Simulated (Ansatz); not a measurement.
# Random alloy of the monolayer 2H WS2-WSe2 line, x = 0.88 (75 atoms): geometry optimisation

Wanted: the relaxed structure of random alloy of the monolayer 2H WS2-WSe2 line, x = 0.88 (75 atoms) and its electronic structure.

Calculated with Ansatz 0.2.0; Kohn-Sham DFT, PBE, PAW (set soft_2, large core), plane waves.

### Step 1. The starting structure

The cell holds 75 atoms: 25 W, 44 Se and 6 S. Cell: a = 16.512 Å, b = 16.512 Å, c = 18.500 Å, α = 90.0°, β = 90.0°, γ = 120.0°. It derives from WS2 (monolayer 2H WS2-WSe2) and WSe2, repeated 5×5×1. Monolayer 2H WS2-WSe2: 75 atoms, 44 of 50 S sites given to Se at random, cell and internal coordinates interpolated linearly between the end members (Vegard's rule); not relaxed, displaced by a Gaussian of 0.02 Å. Lattice constants are starting values near those of PBE. Vacuum lies along c.

Limits known from the start: The host structure and its lattice constant were typed by rule, without a check against the phase diagram. Only the Γ point is sampled in the main run, in a cell whose shortest periodic width is 14 Å. The levels lack spin–orbit coupling, which is large for the heavy elements here.

### Step 2. Single point at the start

A single point comes first, to see the forces before anything moves.

input.yaml

```yaml
crystal:
  lattice:
    - [16.5125, 0.0, 0.0]
    - [-8.25625, 14.30024, 0.0]
    - [0.0, 0.0, 18.5]
  atoms:
    - { symbol: W, position: [0.00154, 0.99914, 0.49943] }
    - { symbol: Se, position: [0.13264, 0.06788, 0.58758] }
    - { symbol: Se, position: [0.13491, 0.0656, 0.41028] }
    - { symbol: W, position: [0.00072, 0.20204, 0.49777] }
    - { symbol: Se, position: [0.13267, 0.26613, 0.59129] }
    - { symbol: Se, position: [0.13188, 0.26643, 0.40898] }
    - { symbol: W, position: [0.00046, 0.40082, 0.49881] }
    - { symbol: S, position: [0.13535, 0.46793, 0.59061] }
    - { symbol: Se, position: [0.13395, 0.46571, 0.4098] }
    - { symbol: W, position: [0.99868, 0.59963, 0.50057] }
    - { symbol: Se, position: [0.13222, 0.66611, 0.58932] }
    - { symbol: Se, position: [0.13184, 0.66573, 0.40992] }
    - { symbol: W, position: [0.99881, 0.80033, 0.50179] }
    - { symbol: Se, position: [0.1341, 0.8664, 0.58911] }
    - { symbol: Se, position: [0.13361, 0.86903, 0.40999] }
    - { symbol: W, position: [0.19936, 0.00027, 0.50227] }
    - { symbol: S, position: [0.33391, 0.06753, 0.59039] }
    - { symbol: Se, position: [0.33211, 0.06507, 0.40955] }
    - { symbol: W, position: [0.20016, 0.20082, 0.50091] }
    - { symbol: Se, position: [0.33466, 0.26707, 0.59102] }
    - { symbol: Se, position: [0.3333, 0.26842, 0.41049] }
    - { symbol: W, position: [0.19998, 0.40068, 0.49992] }
    - { symbol: Se, position: [0.33577, 0.46879, 0.59243] }
    - { symbol: Se, position: [0.33063, 0.46465, 0.40939] }
    - { symbol: W, position: [0.20081, 0.60123, 0.50034] }
    - { symbol: S, position: [0.33067, 0.66624, 0.59096] }
    - { symbol: Se, position: [0.33414, 0.66773, 0.40969] }
    - { symbol: W, position: [0.19989, 0.80026, 0.50044] }
    - { symbol: Se, position: [0.33366, 0.86683, 0.58934] }
    - { symbol: Se, position: [0.33388, 0.86684, 0.41115] }
    - { symbol: W, position: [0.40158, 0.00026, 0.49959] }
    - { symbol: S, position: [0.53286, 0.06726, 0.59015] }
    - { symbol: Se, position: [0.53295, 0.06673, 0.40926] }
    - { symbol: W, position: [0.40053, 0.19937, 0.50132] }
    - { symbol: Se, position: [0.53424, 0.2675, 0.58888] }
    - { symbol: Se, position: [0.53406, 0.2677, 0.4089] }
    - { symbol: W, position: [0.3997, 0.40005, 0.49852] }
    - { symbol: Se, position: [0.53431, 0.46785, 0.58914] }
    - { symbol: Se, position: [0.53284, 0.46483, 0.40989] }
    - { symbol: W, position: [0.39883, 0.60157, 0.50044] }
    - { symbol: Se, position: [0.53276, 0.66558, 0.59144] }
    - { symbol: Se, position: [0.53442, 0.66407, 0.41127] }
    - { symbol: W, position: [0.40221, 0.80047, 0.4987] }
    - { symbol: Se, position: [0.53425, 0.86641, 0.58941] }
    - { symbol: Se, position: [0.53223, 0.86744, 0.41079] }
    - { symbol: W, position: [0.59961, 0.00073, 0.49876] }
    - { symbol: Se, position: [0.73434, 0.06673, 0.58987] }
    - { symbol: Se, position: [0.73382, 0.06788, 0.41074] }
    - { symbol: W, position: [0.60074, 0.20019, 0.50008] }
    - { symbol: Se, position: [0.73424, 0.26699, 0.59081] }
    - { symbol: S, position: [0.73126, 0.26326, 0.41106] }
    - { symbol: W, position: [0.60296, 0.40062, 0.49989] }
    - { symbol: S, position: [0.73308, 0.4665, 0.59009] }
    - { symbol: Se, position: [0.73161, 0.46594, 0.40885] }
    - { symbol: W, position: [0.60009, 0.59959, 0.50054] }
    - { symbol: Se, position: [0.73381, 0.66805, 0.5903] }
    - { symbol: Se, position: [0.73466, 0.66401, 0.40923] }
    - { symbol: W, position: [0.60286, 0.80354, 0.49973] }
    - { symbol: Se, position: [0.73323, 0.86635, 0.59151] }
    - { symbol: Se, position: [0.73346, 0.86762, 0.40959] }
    - { symbol: W, position: [0.79868, 0.00044, 0.50054] }
    - { symbol: Se, position: [0.93482, 0.06651, 0.5894] }
    - { symbol: Se, position: [0.93418, 0.067, 0.41024] }
    - { symbol: W, position: [0.80072, 0.20162, 0.5004] }
    - { symbol: Se, position: [0.93642, 0.26822, 0.59078] }
    - { symbol: Se, position: [0.93178, 0.26751, 0.41039] }
    - { symbol: W, position: [0.80171, 0.40146, 0.49957] }
    - { symbol: Se, position: [0.93394, 0.46588, 0.59218] }
    - { symbol: Se, position: [0.93049, 0.4642, 0.40815] }
    - { symbol: W, position: [0.79814, 0.59843, 0.50211] }
    - { symbol: Se, position: [0.932, 0.66479, 0.59127] }
    - { symbol: Se, position: [0.93176, 0.66494, 0.41088] }
    - { symbol: W, position: [0.80045, 0.79939, 0.50152] }
    - { symbol: Se, position: [0.93462, 0.86893, 0.59061] }
    - { symbol: Se, position: [0.9353, 0.86682, 0.40861] }
kpoints:
  mp_grid: { grid: [1, 1, 1] }
hamiltonian:
  xc: pbe
  pseudopotentials: { kind: paw, core: large }
scf:
  occupations: { method: fermi_dirac, width: 0.025 }
output:
  forces: true
```

Command:

```
ansatz run input.yaml --threads 9 --pin off --max-ram 76800MiB --backend cuda --events-out ev --progress --plain --runs-dir out
```

Numbers of over 12 decimals in the logs are rounded to 6 here.

What it wrote:

```text
Engine: ansatz 0.2.0, x86_64-unknown-linux-gnu
Pseudopotentials: kind: paw
Pseudopotential: W, paw, valence charge 14, recommended cutoff 420 eV (normal), W.paw.azcp
Pseudopotential: Se, paw, valence charge 6, recommended cutoff 420 eV (normal), Se.paw.azcp#standard-large-core
Pseudopotential: S, paw, valence charge 6, recommended cutoff 420 eV (normal), S.paw.azcp
[... 5 lines on functional and potentials left out ...]
device memory: the entry about to start is reckoned to put 7.2 GiB on a device that reports 69.9 GiB free
GPU FFT provider: cuFFT
GPU libraries: cuBLAS 13.8.2, cuFFT 12.4.0, cuSOLVER 12.3.4
Crystal: 75 atoms, lattice volume = 4368.455 Å³
Basis set: ecut = 420 eV, 85453 PW (Γ), exchange–correlation on 240×240×250 points (8 copies of the dense FFT grid, shifted against one another)
Bands: 400, of which v1, the nominal top of the filled ones, is band 325 counted from 1 (324 counted from 0)
Symmetry: 1 space group operations
Space group: P1 (ITA 1), of the structure as read, at distance tolerance 1.6e-4 Å
k-points: 1
[... 7 lines on functional and potentials left out ...]
Initial density: superposition of atomic densities (neutral atoms: chi_scale 0, normalization atom)
Initial wavefunctions: pseudopotential atomic-orbital guess
GPU buffer pool allocated for 1800000 grid points (all kernels)
GPU transforms: local potential and band sums: pruned to the plane-wave sphere, on 120×120×125
Functional: x = pbe(κ = 0.804, μ = 0.219515), c = pbe(β = 0.066725)
SCF iter   1: F=—  HF=-378524.567604 eV  |F-HF|=—  |Δ(HF+E_count)|=         —  Δρ=2.14e-2  dr2=2.54e1  ethr=3.10e-3  ⟨swp⟩=8.0  Hψ=2071  notcnv=0  defer=11
preconditioner: auto → Resta (q_TF=auto, 1.986 Å⁻¹)  ε∞=3.2  [insulator: Δε(μ)=1.987 eV  Ē_g=8.039 eV  σ=0.025 eV  W_gap=1.00  n_scr=562 (ndim 8)  ℏωp=11.9 eV  f_vac=0.607  D(μ)=0.00/eV (n_scr^D=0)  ε∞_Penn≈3.2  vacuum switching on, ρ_ref=4.7e-3 e/Å³]
SCF iter   2: F=—  HF=-378518.202485 eV  |F-HF|=—  |Δ(HF+E_count)|=    6.37e0  Δρ=1.05e-2  dr2=6.49e0  ethr=3.10e-3  ⟨swp⟩=3.0  Hψ=671  notcnv=0  defer=57
SCF iter   3: F=—  HF=-378518.231600 eV  |F-HF|=—  |Δ(HF+E_count)|=   2.91e-2  Δρ=8.17e-3  dr2=1.07e1  ethr=9.98e-4  ⟨swp⟩=4.0  Hψ=1000  notcnv=0  defer=37
automatic band count: iteration 3 solves 377 bands in place of 400: the levels show a gap, and the empty bands left out lie too high to hold charge; the band table lists the bands solved (type scf.n_extra_bands for more)
SCF iter   4: F=—  HF=-378517.009146 eV  |F-HF|=—  |Δ(HF+E_count)|=    1.22e0  Δρ=2.23e-3  dr2=5.26e-1  ethr=9.98e-4  ⟨swp⟩=4.0  Hψ=1054  notcnv=0  defer=38
SCF iter   5: F=—  HF=-378516.958869 eV  |F-HF|=—  |Δ(HF+E_count)|=   5.03e-2  Δρ=1.11e-3  dr2=1.29e-1  ethr=8.09e-5  ⟨swp⟩=11.0  Hψ=732  notcnv=0  defer=40
SCF iter   6: F=—  HF=-378516.946921 eV  |F-HF|=—  |Δ(HF+E_count)|=   1.19e-2  Δρ=3.84e-4  dr2=1.57e-2  ethr=1.98e-5  ⟨swp⟩=2.0  Hψ=446  notcnv=0  defer=40
SCF iter   7: F=—  HF=-378516.950180 eV  |F-HF|=—  |Δ(HF+E_count)|=   3.26e-3  Δρ=2.57e-4  dr2=7.04e-3  ethr=2.41e-6  ⟨swp⟩=4.0  Hψ=839  notcnv=0  defer=40
SCF iter   8: F=—  HF=-378516.951657 eV  |F-HF|=—  |Δ(HF+E_count)|=   1.48e-3  Δρ=1.29e-4  dr2=1.38e-3  ethr=1.08e-6  ⟨swp⟩=2.0  Hψ=496  notcnv=0  defer=40
SCF iter   9: F=—  HF=-378516.948800 eV  |F-HF|=—  |Δ(HF+E_count)|=   2.86e-3  Δρ=6.10e-5  dr2=6.91e-4  ethr=2.13e-7  ⟨swp⟩=3.0  Hψ=531  notcnv=0  defer=40
SCF iter  10: F=—  HF=-378516.948777 eV  |F-HF|=—  |Δ(HF+E_count)|=   2.35e-5  Δρ=2.77e-5  dr2=1.20e-4  ethr=1.06e-7  ⟨swp⟩=3.0  Hψ=550  notcnv=0  defer=40
SCF iter  11: F=—  HF=-378516.948787 eV  |F-HF|=—  |Δ(HF+E_count)|=   1.01e-5  Δρ=1.28e-5  dr2=1.71e-5  ethr=1.84e-8  ⟨swp⟩=3.0  Hψ=592  notcnv=0  defer=40
SCF iter  12: F=—  HF=-378516.947999 eV  |F-HF|=—  |Δ(HF+E_count)|=   7.88e-4  Δρ=7.88e-6  dr2=5.75e-6  ethr=2.63e-9  ⟨swp⟩=3.0  Hψ=534  notcnv=0  defer=40
SCF iter  13: F=—  HF=-378516.947999 eV  |F-HF|=—  |Δ(HF+E_count)|=   2.03e-7  Δρ=3.97e-6  dr2=1.13e-6  ethr=8.84e-10  ⟨swp⟩=2.0  Hψ=461  notcnv=0  defer=40
SCF iter  14: F=—  HF=-378516.947999 eV  |F-HF|=—  |Δ(HF+E_count)|=   2.37e-7  Δρ=2.00e-6  dr2=5.79e-7  ethr=1.73e-10  ⟨swp⟩=4.0  Hψ=737  notcnv=0  defer=40
SCF iter  15: F=-378516.948000 eV  HF=-378516.947999 eV  |F-HF|=5.94e-9  |Δ(HF+E_count)|=   1.01e-8  Δρ=9.25e-7  dr2=6.04e-8  ethr=1.54e-11  ⟨swp⟩=4.0  Hψ=1425  notcnv=0
SCF 1 converged in 15 iterations: F = -378516.948000 eV  dr2 = 6.04e-8
  greatest PAW one-centre occupation: 1.000 electrons in one spin orbital (limit 2), on the W atom at site 48 (counted from 0), in its partial waves of l = 0
SCF converged after 15 iterations
Free energy (F): -378516.948000 eV
Harris-Foulkes:  -378516.947999 eV  (|F-HF|=5.94e-9)
Internal energy: -378516.948000 eV  (E = F + TS)
E sigma→0 (E₀):  -378516.948000 eV
Fermi energy:    1.060602 eV
--- Per-component energies (eV) ---
  E_band       = -11592.039240
  E_kinetic    = 16352.697912
  E_local      = -321474.627400  (includes V_loc(G=0)·N_el)
  E_nonlocal   = 2551.439068
  E_hartree    = 152310.358524
  E_xc         = -15643.203541
  E_vxc        = -10098.063684  (∫ρ·V_xc dr)
  E_paw        = -314669.857978  (= ΣΔE_a)
  E_vpaw       = -3544.151805  (= ΣTr[D̂ρ^β])
  E_aug_tail   = -0.001495  (compensation charges beyond the density's cutoff)
  E_ewald      = 102056.246910
  E_smearing   = -0.000000  (= −TS)
  E_closure    = 0.000000  (closes the sum)
  Σ components = -378516.948000   (vs F -378516.948000, Δ=0.00e0)
--- Forces (eV/Å), atoms counted from 1 ---
  atom   1  W     -0.61416581     0.10599285    -0.34778240
  atom   2  Se     0.19091373    -0.03516656     1.36402016
  atom   3  Se    -0.13285691     0.32809677    -0.35839886
  atom   4  W      0.07450743    -0.33456493     1.05539638
  atom   5  Se    -0.09760809     0.25699594    -0.10303110
  atom   6  Se     0.38598962     0.19349333    -0.24595282
  atom   7  W      0.48917828     0.43108324     1.28936051
  atom   8  S     -0.16516680    -0.01725803    -2.09483622
  atom   9  Se    -0.19685111     0.39004658    -0.28357467
  atom  10  W      0.22722140    -0.60768668    -0.19842071
  atom  11  Se     0.12892992     0.06560417     0.51897246
  atom  12  Se     0.06485410     0.12545780    -0.18872069
  atom  13  W      0.38864328    -0.27323568    -0.69214217
  atom  14  Se    -0.17717340     0.00631162     0.94969932
[...]
atom  74  Se    -0.06123795    -0.23275218     0.54812218
  atom  75  Se    -0.32780574    -0.22646638     0.08907676
  max |Σ_I F_I| component: 3.44e-5 eV/Å
```

It took 4.4 s on 1 × NVIDIA H100 80GB HBM3 with 9 threads of AMD EPYC 7R13 (Zen 3), shared host; peak memory 1.9 GiB; 7.3 s of CPU time.

In the SCF lines HF is the Harris–Foulkes energy and dr2 the Hartree energy of the density residual, in eV; the loop may stop once dr2 is under the threshold and the program's other checks hold. Hψ counts applications of the Hamiltonian.

That memory is the host's; the program planned up to 7.2 GiB on the GPU.

The program notes that potentials were chosen by core size.

Read from the output:

```
free energy            : -378516.9480 eV
free energy per atom   : -5046.8926 eV/atom
SCF cycles             : 15
r.m.s. force component : 0.5436 eV/Å
longest force          : 2.101 eV/Å
Fermi energy           : 1.061 eV
```

The r.m.s. force component of 0.54 eV/Å sets the starting point.

Length of the force by element:

```csv
element,coordination,atoms,mean length of the force (eV/Å),spread,least,most
S,all,6,1.90,0.151,1.70,2.10
Se,all,44,0.505,0.239,0.160,1.38
W,all,25,1.03,0.435,0.466,2.03
```

### Step 3. Relaxation

The atoms are relaxed in the fixed cell, aiming at the force tolerance of the input.

input.yaml, as its differences from that of step 2:

```diff
@@ -16 +16,4 @@
   forces: true
+relax:
+  f_tol: 0.04
+  max_steps: 150
```

What it wrote:

```text
[...]
GPU FFT provider: cuFFT
GPU libraries: cuBLAS 13.8.2, cuFFT 12.4.0, cuSOLVER 12.3.4
Crystal: 75 atoms, lattice volume = 4368.455 Å³
Basis set: ecut = 420 eV, 85453 PW (Γ), exchange–correlation on 240×240×250 points (8 copies of the dense FFT grid, shifted against one another)
Bands: 400, of which v1, the nominal top of the filled ones, is band 325 counted from 1 (324 counted from 0)
Symmetry: 1 space group operations
[...]
k-points: 1
[...]
GPU buffer pool allocated for 1800000 grid points (all kernels)
[...]
SCF iter   1: F=—  HF=-378524.567455 eV  |F-HF|=—  |Δ(HF+E_count)|=         —  Δρ=2.14e-2  dr2=2.54e1  ethr=3.10e-3  ⟨swp⟩=8.0  Hψ=2071  notcnv=0  defer=11
[...]
SCF iter  11: F=-378516.947990 eV  HF=-378516.947999 eV  |F-HF|=8.96e-6  |Δ(HF+E_count)|=   6.73e-6  Δρ=1.28e-5  dr2=1.63e-5  ethr=6.15e-9  ⟨swp⟩=3.0  Hψ=1541  notcnv=0
SCF 1 converged in 11 iterations: F = -378516.947990 eV  dr2 = 1.63e-5
[...]
relax step   1: F+E_penalty+E_count = -378516.94799040 eV  Δ(F+E_penalty+E_count) = +0.000e0 eV  max|allowed force component| = 2.095e0 eV/Å  Δτ_max = 0.0000 Å  (11 SCF iters, dr2 threshold 4.00e-5 eV, accepted)
[...]
relax step   2: F+E_penalty+E_count = -378518.27957828 eV  Δ(F+E_penalty+E_count) = -1.332e0 eV  max|allowed force component| = 9.999e-1 eV/Å  Δτ_max = 0.1948 Å  (7 SCF iters, dr2 threshold 1.00e-4 eV, accepted)
[...]
relax step   3: F+E_penalty+E_count = -378518.64071928 eV  Δ(F+E_penalty+E_count) = -3.611e-1 eV  max|allowed force component| = 1.289e-1 eV/Å  Δτ_max = 0.0755 Å  (7 SCF iters, dr2 threshold 6.25e-5 eV, accepted)
[...]
relax step   4: F+E_penalty+E_count = -378518.64340168 eV  Δ(F+E_penalty+E_count) = -2.682e-3 eV  max|allowed force component| = 9.914e-3 eV/Å  Δτ_max = 0.0124 Å  (8 SCF iters, accepted)
SCF converged after 8 iterations
Free energy (F): -378518.643402 eV
[...]
Internal energy: -378518.643402 eV  (E = F + TS)
E sigma→0 (E₀):  -378518.643402 eV
Fermi energy:    1.080059 eV
[...]
--- Forces (eV/Å), atoms counted from 1 ---
  atom   1  W     -0.00026499    -0.00070019     0.00085514
  atom   2  Se     0.00159316    -0.00039402    -0.00200153
  atom   3  Se    -0.00274965    -0.00047123    -0.00110244
  atom   4  W      0.00241491    -0.00000203    -0.00113889
  atom   5  Se    -0.00043386    -0.00101813    -0.00033727
  atom   6  Se    -0.00070594     0.00054903     0.00047253
  atom   7  W      0.00121516    -0.00190926     0.00457651
  atom   8  S     -0.00263923    -0.00243986     0.00094415
  atom   9  Se     0.00139437     0.00023212    -0.00096126
  atom  10  W      0.00049417     0.00164639     0.00036984
  atom  11  Se    -0.00129068     0.00023477     0.00164876
  atom  12  Se     0.00343951    -0.00035806     0.00129390
  atom  13  W     -0.00193064     0.00100495     0.00054828
  atom  14  Se    -0.00025598     0.00010967     0.00054914
[...]
atom  74  Se    -0.00014916     0.00082110     0.00026989
  atom  75  Se    -0.00043650     0.00074388    -0.00175729
  max |Σ_I F_I| component: 1.20e-4 eV/Å
--- Relaxed structure (4 steps of the walk, 4 accepted, 0 SCFs on fresh bases) ---
  F+E_penalty+E_count = -378518.64340168 eV   max|allowed force component| = 9.914e-3 eV/Å
  atoms:
    - { symbol: W, position: [0.000446791, 1.000224, 0.501791] }
    - { symbol: Se, position: [0.135374, 0.066980, 0.591921] }
    - { symbol: Se, position: [0.133332, 0.066774, 0.410174] }
    - { symbol: W, position: [-7.280463604866783e-5, 0.200480, 0.501373] }
[...]
- { symbol: Se, position: [0.933386, 0.866746, 0.410836] }
```

The job ended after 9.6 s (1 × NVIDIA H100 80GB HBM3 with 9 threads; peak memory 1.9 GiB; 18 s of CPU time).

That memory is the host's; the program planned up to 7.2 GiB on the GPU.

Relaxation path:

```csv
step,energy less that of the first step (eV),largest force component (eV/Å)
1,0.0000,2.0948
2,-1.3316,0.9999
3,-1.6927,0.1289
4,-1.6954,0.0099
```

The atoms that moved most (Å):

```csv
atom,dx,dy,dz,length
S26,0.027,0.001,-0.187,0.189
S51,0.012,0.052,0.165,0.174
S8,-0.013,0.007,-0.171,0.172
S17,0.027,-0.012,-0.167,0.170
S32,-0.009,-0.008,-0.154,0.154
S53,0.006,-0.006,-0.134,0.134
Se2,0.053,-0.013,0.080,0.097
Se50,-0.037,-0.002,0.072,0.081
```

The relaxation changed the energy by -22.6 meV/atom, and atoms moved by 0.064 Å r.m.s., 0.19 Å at most.

### Step 4. Structure statistics after relaxation

Bonds before and after, by the cutoffs listed below:

```csv
pair,bonds before,bonds after,mean before (Å),mean after (Å),spread before (Å),spread after (Å)
Se-W,132,132,2.535,2.548,0.026,0.003
W-S,18,18,2.528,2.418,0.026,0.002
```

Normalised to the volume that the atoms fill. Pair distribution functions g(r), in bins of 0.2 Å:

```csv
r (Å),total,Se-Se,Se-W,Se-S,W-W,W-S,S-S
2.40,0.56,0.00,0.00,0.00,0.00,10.50,0.00
2.60,3.75,0.00,9.60,0.00,0.00,0.00,0.00
2.80,0.00,0.00,0.00,0.00,0.00,0.00,0.00
3.00,0.00,0.00,0.00,0.00,0.00,0.00,0.00
3.20,1.39,1.39,0.00,4.95,3.69,0.00,5.35
3.40,2.79,5.15,0.00,1.95,7.60,0.00,0.00
3.60,0.00,0.00,0.00,0.00,0.00,0.00,0.00
3.80,0.00,0.00,0.00,0.00,0.00,0.00,0.00
4.00,0.12,0.00,0.00,0.00,0.00,2.27,0.00
4.20,1.47,0.00,3.55,0.00,0.00,1.42,0.00
4.40,0.02,0.00,0.00,0.00,0.00,0.00,2.86
4.60,0.30,0.07,0.00,2.98,0.00,0.00,0.00
4.80,0.93,2.69,0.00,0.00,0.00,0.00,0.00
5.00,0.00,0.00,0.00,0.00,0.00,0.00,0.00
5.20,0.57,0.00,0.84,0.00,0.00,4.47,0.00
5.40,1.38,0.00,3.53,0.00,0.00,0.00,0.00
5.60,0.24,0.30,0.00,0.42,0.92,0.00,0.00
5.80,1.01,1.59,0.00,1.49,2.86,0.00,1.75
6.00,0.00,0.00,0.00,0.00,0.00,0.00,0.00
6.20,0.00,0.00,0.00,0.00,0.00,0.00,0.00
6.40,0.01,0.00,0.00,0.00,0.00,0.00,1.38
6.60,1.56,2.82,0.00,2.80,2.84,0.00,1.98
6.80,0.00,0.01,0.00,0.00,0.00,0.00,0.00
7.00,0.92,0.00,2.02,0.00,0.00,2.50,0.00
7.20,0.18,0.00,0.45,0.07,0.00,0.00,0.00
7.40,0.50,1.10,0.00,1.24,0.00,0.00,0.00
7.60,0.00,0.00,0.00,0.00,0.00,0.00,0.00
7.80,0.45,0.00,1.01,0.00,0.00,1.02,0.00
```

Bonds by pair of elements; cutoffs follow the first minimum of g(r), held within bounds set by covalent radii, and pairs that aren't listed don't count as bonded:

```csv
pair A-B,cutoff (Å),bonds,mean length (Å),spread (Å),shortest (Å),B about A,A about B
Se-W,3.3,132,2.55,0.003,2.54,3,5.28
W-S,3.12,18,2.42,0.002,2.41,0.72,3
```

How many atoms have how many bonded neighbours:

```csv
element,mean,3,6
S,3,6,0
Se,3,44,0
W,6,0,25
```

Bond angles, per cent of each kind in bins of 5°:

```csv
angle (°),Se-W-Se,W-Se-W,S-W-Se,W-S-W
75–80,1.4,12.1,0.0,0.0
80–85,58.5,87.9,61.0,61.1
85–90,0.0,0.0,0.0,38.9
90–95,0.0,0.0,0.0,0.0
95–100,0.0,0.0,0.0,0.0
100–105,0.0,0.0,0.0,0.0
105–110,0.0,0.0,0.0,0.0
110–115,0.0,0.0,0.0,0.0
115–120,0.0,0.0,0.0,0.0
120–125,0.0,0.0,0.0,0.0
125–130,0.0,0.0,0.0,0.0
130–135,2.4,0.0,14.6,0.0
135–140,37.7,0.0,24.4,0.0
```

Bond angles (no mean is given where the spread exceeds 20°):

```csv
angle,count,mean (°),spread (°)
Se-W-Se,289,-,-
W-Se-W,132,80.9,0.6
S-W-Se,82,-,-
W-S-W,18,85,0.3
S-W-S,4,-,-
```

By these cutoffs all S atoms have 3, all Se atoms have 3 and all W atoms have 6 bonded neighbours.

(Part 1 of 3 ends here.)

[Logs are printed without paths, hosts, clocks, repeated set-up lines and the standing remarks that a program may print on its own settings, such as how far it seeks lower states.]

[Hosts, paths, dates, database ids (printed as entryN), source tags and the programs' standing remarks are cut or masked in the printed files.]
